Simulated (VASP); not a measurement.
Runs of VASP 6.6.1 on HgSe. The structure is cubic, space group F-43m (No. 216). Conventional cell: a = 6.078 Å, b = 6.078 Å, c = 6.078 Å, α = 90.00°, β = 90.00°, γ = 90.00°. Hg (site symmetry -43m) has 4 Se at 2.63 Å as nearest neighbours. Se (site symmetry -43m) has 4 Hg at 2.63 Å as nearest neighbours. 

```tsv
task	level	potentials or basis	spin	cell	k mesh	cutoff (eV)	smearing	gap on the mesh (eV)	pressure (GPa)	relaxed volume (Å³/atom)
relaxation of cell and atoms	optB88-vdW	VASP PAW PBE potentials, release 64 (Hg, Se)	off	relaxed	8 × 8 × 8	600	fermi-dirac 0.05 eV	none	0.0	(a)
band structure	LDA	VASP PAW LDA potentials, release 64 (Hg, Se)	off	as given	8 × 8 × 8	520	fermi-dirac 0.05 eV	-	(b)	-
relaxation of cell and atoms	PBE	VASP PAW PBE potentials, release 64 (Hg, Se)	off	relaxed	8 × 8 × 8	600	fermi-dirac 0.05 eV	none	0.0	30.80
single point	PBE	VASP PAW PBE potentials, release 64 (Hg, Se)	off	as given	8 × 8 × 8	520	gaussian 0.011 eV	none	5.0	-
relaxation of cell and atoms	vdW-DF-cx	VASP PAW PBE potentials, release 64 (Hg, Se)	off	relaxed	8 × 8 × 8	600	fermi-dirac 0.05 eV	none	0.0	29.44
relaxation of cell and atoms	optB86b-vdW	VASP PAW PBE potentials, release 64 (Hg, Se)	off	relaxed	8 × 8 × 8	600	fermi-dirac 0.05 eV	none	0.0	29.95
relaxation of cell and atoms	rev-vdW-DF2	VASP PAW PBE potentials, release 64 (Hg, Se)	off	relaxed	8 × 8 × 8	600	fermi-dirac 0.05 eV	none	0.0	30.06
band structure	LDA	VASP PAW LDA potentials, release 64 (Hg, Se)	SOC, no magnetisation	as given	6 × 6 × 6	520	fermi-dirac 0.05 eV	-	-0.3	-
relaxation of cell and atoms	vdW-DF	VASP PAW PBE potentials, release 64 (Hg, Se)	off	relaxed	8 × 8 × 8	600	fermi-dirac 0.05 eV	none	0.0	32.83
```

Problem. Fill in the values left out.

Solution. (a) 30.60; (b) 0.1.

Caveats: the PAW data sets were made with another functional, which shifts forces and pressure a little (some runs); spin-orbit coupling is left out, which moves the levels of the heavy elements (some runs); the volume moved by over 15 % at a fixed basis, so the end points are rough (some runs); the volume moved by +17 % from the deposited cell, more than functionals usually miss (some runs).

A k mesh can miss the band edges, and rows without SOC leave out spin-orbit coupling on Hg, Se.

A gap of «none» marks a metal or a gap under the smearing width.
